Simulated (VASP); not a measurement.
Write the native input for VASP 6.6.1 that does the following.

```yaml
Task: relaxation of cell and atoms
Functional: PBE
Potentials_or_basis: VASP PAW PBE potentials, release 64 (W_sv)
Cutoff: 600 eV
k_mesh: 16 × 16 × 16
Occupations: methfessel-paxton, width 0.1 eV
Spin: no spin polarisation
Further_INCAR_settings: ALGO = Normal; EDIFF = 1e-07; IBRION = 2; EDIFFG = -0.005; NSW = 90; ISIF = 3
```

The structure of W lies in POSCAR:

```
W                                       
1.0
   -1.5923059625      1.5923059625      1.5923059625
    1.5923059625     -1.5923059625      1.5923059625
    1.5923059625      1.5923059625     -1.5923059625
  W             
     1
Direct
     0.0000000000000000    0.0000000000000000    0.0000000000000000
```

These files were run (other wordings do the same):

INCAR

```
PREC = Accurate
ENCUT = 600
EDIFF = 1E-7
ISMEAR = 1
SIGMA = 0.1
LREAL = F
LASPH = T
NELM = 80
ALGO = Normal
ISIF = 3
LWAVE = F
LCHARG = F
GGA = PE
IBRION = 2
NSW = 90
EDIFFG = -0.005
KPAR = 2
```

KPOINTS

```
Automatic mesh
0
Gamma
  16 16 16
```

Potentials or basis: VASP PAW PBE potentials, release 64 (W_sv).

Command:

```console
$ cat potpaw_PBE.64/W_sv/POTCAR > POTCAR
$ mpirun -np 2 vasp_std > vasp.out
```

Results of the run:

```json
{
 "Pressure after relaxing": "0.0 GPa",
 "Band gap on the k mesh": "none (metal or under the smearing width)"
}
```

Caveat: the relaxation stopped at its first step, so nothing moved.

Run time: 10 s on 2 MPI ranks on Intel(R) Xeon(R) Platinum 8488C (Sapphire Rapids), on a shared host, peak memory 0.15 GiB a rank.
